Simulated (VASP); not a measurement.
Write the native input for VASP 6.6.1 that does the following.

- Task: band structure
- Functional: RPBE
- Potentials or basis: VASP PAW PBE potentials, release 64 (Li_sv)
- Cutoff: 520 eV
- k mesh: 5 × 5 × 9
- Occupations: fermi-dirac, width 0.05 eV
- Spin: no spin polarisation
- Further INCAR settings: ALGO = Normal; EDIFF = 1e-07; NBANDS = 12

The structure of Li lies in POSCAR:

```
Li
1.0
    5.3344400000      0.0000000000      0.0000000000
    0.0000000000      5.3344400000      0.0000000000
    0.0000000000      0.0000000000      2.8026500000
Li
3
Direct
    0.5000000000      0.0000000000      0.5000000000
    0.0000000000      0.5000000000      0.5000000000
    0.5000000000      0.5000000000      0.5000000000
```

The cell was built by a generator and needn't be a form met in nature.

These files were run (other wordings do the same):

INCAR

```
SYSTEM = Li
PREC = Accurate
ENCUT = 520
EDIFF = 1E-7
ISMEAR = -1
SIGMA = 0.05
LREAL = .False.
LASPH = .True.
NELM = 100
ALGO = Normal
ISIF = 2
LWAVE = .False.
LCHARG = .False.
GGA = RP
NBANDS = 12
```

KPOINTS

```
Automatic mesh
0
Gamma
  5 5 9
  0 0 0
```

KPOINTS_OPT

```
path GXMGZRAZ,XR,MA
15
line-mode
reciprocal
 0.0000000000  0.0000000000  0.0000000000  G
 0.0000000000  0.5000000000  0.0000000000  X

 0.0000000000  0.5000000000  0.0000000000  X
 0.5000000000  0.5000000000  0.0000000000  M

 0.5000000000  0.5000000000  0.0000000000  M
 0.0000000000  0.0000000000  0.0000000000  G

 0.0000000000  0.0000000000  0.0000000000  G
 0.0000000000  0.0000000000  0.5000000000  Z

 0.0000000000  0.0000000000  0.5000000000  Z
 0.0000000000  0.5000000000  0.5000000000  R

 0.0000000000  0.5000000000  0.5000000000  R
 0.5000000000  0.5000000000  0.5000000000  A

 0.5000000000  0.5000000000  0.5000000000  A
 0.0000000000  0.0000000000  0.5000000000  Z

 0.0000000000  0.5000000000  0.0000000000  X
 0.0000000000  0.5000000000  0.5000000000  R

 0.5000000000  0.5000000000  0.0000000000  M
 0.5000000000  0.5000000000  0.5000000000  A
```

Potentials or basis: VASP PAW PBE potentials, release 64 (Li_sv).

The run is started by

```console
$ cat potpaw_PBE.64/Li_sv/POTCAR > POTCAR
$ mpirun -np 1 vasp_std > vasp.out
```

It gave:

| Item | Value |
| --- | --- |
| Band gap along the path | none (metal or under the smearing width) |

Wall time 43 s on 1 thread of AMD EPYC 9R45 96-Core Processor (Zen 5), on a shared host, peak memory 0.15 GiB.
